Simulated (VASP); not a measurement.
# MnO2 (P-3m1) in VASP: further runs

Runs on MnO2. Level: r2SCAN. Tasks: single point.

Everything below comes from runs of VASP 6.6.1. Logs are shortened: lines on timing, memory, paths and dates and some standing lists are left out, and cuts for length are marked.

### Step 1. Starting point

The structure is trigonal, space group P-3m1 (No. 164). Conventional cell: a = 2.857 Å, b = 2.857 Å, c = 4.601 Å, α = 90.00°, β = 90.00°, γ = 120.00°. Around Mn (site symmetry -3m) lie 6 O at 1.90 Å. Around O (site symmetry 3m) lie 3 Mn at 1.90 Å.

Measurements of this composition are mostly on another form, of space group No. 136.

### Step 2. Single point, r2SCAN, collinear spin, ferromagnetic start

INCAR reads:

```
SYSTEM = MnO2
ADDGRID = .False.
ALGO = Normal
EDIFF = 0.01
ENCUT = 460
ISIF = 2
ISMEAR = 0
ISPIN = 2
LASPH = .True.
LCHARG = .False.
LMAXMIX = 4
LMIXTAU = .True.
LORBIT = 11
LREAL = .False.
LWAVE = .False.
MAGMOM = 4 0 0
METAGGA = R2SCAN
NBANDS = 24
NELM = 100
PREC = Accurate
SIGMA = 0.05
```

KPOINTS reads:

```
k-points
0
Gamma
  5 5 3
  0 0 0
```

POSCAR reads:

```
MnO2
1.0
    2.8565781804      0.0000000000      0.0000000000
   -1.4282890902      2.4738692722      0.0000000000
    0.0000000000      0.0000000000      4.6013740589
Mn O
1 2
Direct
    0.0186700000     -0.0033200000      0.4886240000
    0.3165570000      0.6444560000      0.7182440000
    0.6490790000      0.3390650000      0.3129550000
```

Potentials or basis: VASP PAW PBE potentials, release 64 (Mn_pv, O).

Launch:

```bash
cat potpaw_PBE.64/Mn_pv/POTCAR potpaw_PBE.64/O/POTCAR > POTCAR
mpirun -np 1 vasp_std > vasp.out
```

OUTCAR:

```text
SYSTEM = MnO2
   EDIFF = 0.01
   ENCUT = 460
   ISIF = 2
   ISMEAR = 0
   ISPIN = 2
   LASPH = .True.
   LORBIT = 11
   LREAL = .False.
   METAGGA = R2SCAN
   NELM = 100
   PREC = Accurate

 Found     38 irreducible k-points:

 Following reciprocal coordinates:
            Coordinates               Weight
  0.000000  0.000000  0.000000      1.000000
  0.200000  0.000000  0.000000      2.000000
  0.000000  0.200000  0.000000      2.000000
 -0.200000  0.200000  0.000000      2.000000
  0.400000  0.000000  0.000000      2.000000
  0.000000  0.400000  0.000000      2.000000
   k-points           NKPTS =     38   k-points in BZ     NKDIM =     38   number of bands    NBANDS=     24
   number of dos      NEDOS =    301   number of ions     NIONS =      3
   total plane-waves  NPLWV =  12800
   dimension x,y,z NGX =    20 NGY =   20 NGZ =   32
   dimension x,y,z NGXF=    40 NGYF=   40 NGZF=   64
   ions per type =               1   2
   NGX,Y,Z   is equivalent  to a cutoff of  11.64, 11.64, 11.56 a.u.
   NGXF,Y,Z  is equivalent  to a cutoff of  23.28, 23.28, 23.12 a.u.
 SYSTEM =  MnO2
   PREC   = accura    normal or accurate (medium, high low for compatibility)
   ISTART =      0    job   : 0-new  1-cont  2-samecut
   ICHARG =      2    charge: 1-file 2-atom 10-const
   ISPIN  =      2    spin polarized calculation?
   LNONCOLLINEAR =      F non collinear calculations
   LSORBIT =      F    spin-orbit coupling
   LASPH  =      T    aspherical Exc in radial PAW
   ENCUT  =  460.0 eV  33.81 Ry    5.81 a.u.   5.00  5.00  8.05*2*pi/ulx,y,z
   NELM   =    100;   NELMIN=  2; NELMDL= -5     # of ELM steps
   EDIFF  = 0.1E-01   stopping-criterion for ELM
   LREAL  =      F    real-space projection
   EDIFFG = 0.1E+00   stopping-criterion for IOM
   NSW    =      0    number of steps for IOM
   IBRION =     -1    ionic relax: 0-MD 1-quasi-New 2-CG
   NFREE  =      0    steps in history (QN), initial steepest desc. (CG)
   ISIF   =      2    stress and relaxation
   ISYM   =      2    0-nonsym 1-usesym 2-fastsym
   POTIM  = 0.5000    time-step for ionic-motion
   TEBEG  =    0.0;   TEEND  =   0.0 temperature during run
   PSTRESS=    0.0 pullay stress
   NELECT =      25.0000    total number of electrons
   NUPDOWN=      -1.0000    fix difference up-down
   EMIN   =  10.00;   EMAX   =-10.00  energy-range for DOS
   EFERMI =   0.00;   METHOD = LEGACY
   ISMEAR =     0;   SIGMA  =   0.05  broadening in eV -4-tet -1-fermi 0-gaus
   EFERMI_NEDOS =   21; number of points for ismear=-14 and -15
   IALGO  =     38    algorithm
   IMIX   =      4    mixing-type and parameters
     AMIX     =   0.40;   BMIX     =  1.00
     AMIX_MAG =   1.60;   BMIX_MAG =  1.00
  volume/ion in A,a.u.               =      10.84        73.15
  Fermi-wavevector in a.u.,A,eV,Ry     =   1.499747  2.834111 30.602787  2.249241
  Thomas-Fermi vector in A             =   2.611337
   LORBIT       =     11    0 simple, 1 ext, 2 COOP (PROOUT), +10 PAW based schemes
   METAGGA = R2SCAN    functional components
   LHFCALC =     F    Hartree Fock is set to
   AEXX    =    0.0000 exact exchange contribution
   IVDW    =     0    specifies the selected vdW correction
   LEPSILON=     F    determine dielectric tensor
   LRPA    =     F    only Hartree local field effects (RPA)
 spin polarized calculation
 Gauss-broadening in eV      SIGMA  =   0.05
  energy-cutoff  :      460.00
  volume of cell :       32.52
 maximum number of plane-waves:       737
   NGX =  9   NGY =  9   NGZ = 17

 number of electron      25.0000002 magnetization       3.0186902

 Free energy of the ion-electron system (eV)
  ---------------------------------------------------
  ext. energy  EPLUGINS =         0.00000000
  ---------------------------------------------------
  free energy    TOTEN  =       -32.18862188 eV

  energy without entropy =      -32.18862188  energy(sigma->0) =      -32.18862188

 E-fermi :   3.0254     XC(G=0): -11.5344

 val. band max:        2.5735027076   @ k =   0.2000  -0.2000   0.3333
 cond. band min:       4.4649235164   @ k =   0.0000   0.0000   0.3333
 fundamental gap:      1.8914208088
 Fermi energy:         3.0254443359

 spin component 1

 k-point     1 :       0.0000    0.0000    0.0000
  band No.  band energies     occupation
      1     -49.7133      1.00000
      2     -49.7056      1.00000
      3     -49.6943      1.00000
      4     -17.9701      1.00000
      5     -15.3113      1.00000
      6      -3.8486      1.00000
[... 16 lines left out ...]
     23      26.1643      0.00000
     24      27.5261      0.00000

 k-point     2 :       0.2000    0.0000    0.0000
  band No.  band energies     occupation
      1     -49.7668      1.00000
      2     -49.7124      1.00000
      3     -49.6954      1.00000
      4     -17.5270      1.00000
      5     -15.4130      1.00000
      6      -3.6968      1.00000
[... 16 lines left out ...]
     23      25.6052      0.00000
     24      26.2457      0.00000

 k-point     3 :       0.0000    0.2000    0.0000
  band No.  band energies     occupation
      1     -49.7593      1.00000
      2     -49.7190      1.00000
      3     -49.6962      1.00000
      4     -17.5250      1.00000
      5     -15.4182      1.00000
      6      -3.7180      1.00000
[... 16 lines left out ...]
     23      25.6661      0.00000
     24      26.2431      0.00000

 k-point     4 :      -0.2000    0.2000    0.0000
  band No.  band energies     occupation
      1     -49.7569      1.00000
      2     -49.7185      1.00000
      3     -49.6959      1.00000
      4     -17.5456      1.00000
      5     -15.4015      1.00000
      6      -3.7888      1.00000
[... 16 lines left out ...]
     23      25.4687      0.00000
     24      26.2351      0.00000

 k-point     5 :       0.4000    0.0000    0.0000
  band No.  band energies     occupation
      1     -49.8590      1.00000
      2     -49.7316      1.00000
      3     -49.6822      1.00000
      4     -16.8246      1.00000
      5     -15.4636      1.00000
      6      -4.2062      1.00000
[... 16 lines left out ...]
     23      24.9849      0.00000
     24      26.4071      0.00000

 k-point     6 :       0.0000    0.4000    0.0000
  band No.  band energies     occupation
      1     -49.8509      1.00000
      2     -49.7400      1.00000
      3     -49.6816      1.00000
      4     -16.8181      1.00000
      5     -15.4778      1.00000
      6      -4.2603      1.00000
[... 16 lines left out ...]
     23      25.0791      0.00000
     24      26.2272      0.00000

 [... further k-points ...]

 spin component 2

 k-point     1 :       0.0000    0.0000    0.0000
  band No.  band energies     occupation
      1     -45.6956      1.00000
      2     -45.5650      1.00000
      3     -45.3830      1.00000
      4     -17.8378      1.00000
      5     -15.2939      1.00000
      6      -2.7586      1.00000
[... 16 lines left out ...]
     23      28.4979      0.00000
     24      28.7455      0.00000

 k-point     2 :       0.2000    0.0000    0.0000
  band No.  band energies     occupation
      1     -45.7620      1.00000
      2     -45.5874      1.00000
      3     -45.3707      1.00000
      4     -17.3772      1.00000
      5     -15.4017      1.00000
      6      -2.8006      1.00000
[... 16 lines left out ...]
     23      26.1619      0.00000
     24      28.0007      0.00000

 k-point     3 :       0.0000    0.2000    0.0000
  band No.  band energies     occupation
      1     -45.7583      1.00000
      2     -45.5916      1.00000
      3     -45.3700      1.00000
      4     -17.3756      1.00000
      5     -15.4066      1.00000
      6      -2.7915      1.00000
[... 16 lines left out ...]
     23      26.2220      0.00000
     24      27.9978      0.00000

 k-point     4 :      -0.2000    0.2000    0.0000
  band No.  band energies     occupation
      1     -45.7111      1.00000
      2     -45.6338      1.00000
      3     -45.3706      1.00000
      4     -17.3979      1.00000
      5     -15.3895      1.00000
      6      -2.7377      1.00000
[... 16 lines left out ...]
     23      26.0705      0.00000
     24      27.9700      0.00000

 k-point     5 :       0.4000    0.0000    0.0000
  band No.  band energies     occupation
      1     -45.8737      1.00000
      2     -45.6178      1.00000
      3     -45.3504      1.00000
      4     -16.6234      1.00000
      5     -15.4941      1.00000
      6      -3.2505      1.00000
[... 16 lines left out ...]
     23      25.6347      0.00000
     24      27.7551      0.00000

 k-point     6 :       0.0000    0.4000    0.0000
  band No.  band energies     occupation
      1     -45.8673      1.00000
      2     -45.6253      1.00000
      3     -45.3489      1.00000
      4     -16.6185      1.00000
      5     -15.5065      1.00000
      6      -3.2948      1.00000
[... 16 lines left out ...]
     23      25.6911      0.00000
     24      27.8229      0.00000

 [... further k-points ...]

------------------------ aborting loop because EDIFF is reached ----------------------------------------

  FORCE on cell =-STRESS in cart. coord.  units (eV):
  Direction    XX          YY          ZZ          XY          YZ          ZX
  --------------------------------------------------------------------------------------
  -------------------------------------------------------------------------------------
  Total        1.2976848      1.5798735      0.5938582      1.0227625      0.7912714     -1.2359247
  in kB       63.9395229     77.8435256     29.2605781     50.3935521     38.9875260    -60.8964818
  external PRESSURE =      57.0145422 kB  Pullay stress =       0.0000000 kB

 VOLUME and BASIS-vectors are now :
 -----------------------------------------------------------------------------
  energy-cutoff  :      460.00
  volume of cell :       32.52
      direct lattice vectors                 reciprocal lattice vectors
     2.856578180  0.000000000  0.000000000     0.350069187  0.202112539  0.000000000
    -1.428289090  2.473869272  0.000000000     0.000000000  0.404225078  0.000000000
     0.000000000  0.000000000  4.601374059     0.000000000  0.000000000  0.217326387

 POSITION                                       TOTAL-FORCE (eV/Angst)
 -----------------------------------------------------------------------------------
     -1.37021      2.46566      2.24834        -1.789732     -0.173592      3.771464
     -0.01620      1.59430      3.30491         0.110572      0.504105     -1.252572
      1.36986      0.83880      1.44002         1.679160     -0.330513     -2.518892
 -----------------------------------------------------------------------------------
    total drift:                               -0.033464     -0.004382      0.153494

  FREE ENERGIE OF THE ION-ELECTRON SYSTEM (eV)
  ---------------------------------------------------
  free  energy   TOTEN  =       -32.1886218789 eV

  energy  without entropy=      -32.1886218789  energy(sigma->0) =      -32.18862188

 total charge

# of ion       s       p       d       tot
------------------------------------------
    1        0.394   6.484   4.914  11.793
    2        1.598   3.398   0.000   4.996
    3        1.595   3.517   0.000   5.112
--------------------------------------------------
tot          3.588  13.399   4.914  21.901

 magnetization (x)

# of ion       s       p       d       tot
------------------------------------------
    1        0.030   0.041   2.841   2.912
    2        0.005  -0.037   0.000  -0.032
    3        0.003   0.055   0.000   0.058
--------------------------------------------------
tot          0.038   0.059   2.841   2.938
```

Wall time 1.8 min (1 thread of Intel Xeon Platinum 8375C at 2.90GHz (Ice Lake), shared host); peak memory 0.17 GiB.

These settings aren't checked as converged: the numbers below hold their error.

What came out:

```yaml
Free_energy: -32.1886 eV
Pressure: 5.7 GPa
Largest_force: 4.178 eV/Å
Band_gap_on_the_k_mesh: 1.89 eV, indirect (least direct gap 1.99 eV)
Net_moment: 3.02 μB per cell
Site_moments: Mn +2.91; O -0.03, +0.06 μB
Valence_electrons_inside_the_program's_atomic_spheres: Mn 11.79; O 5.00, 5.11
```

Caveat: the k mesh is coarse (spacing up to 0.51 Å⁻¹), so the values aren't converged; the cutoff is under 1.25 times the usual one of these potentials, so pressure, stress and relaxed cells hold a basis-set (Pulay) error; the PAW data sets were made with another functional, which shifts forces and pressure a little; an odd mesh through Γ misses points on the zone boundary, where band edges often lie; a cell with one magnetic atom can't hold antiferromagnetic order, which such compounds often take.

(Continued in part 2 of 3.)
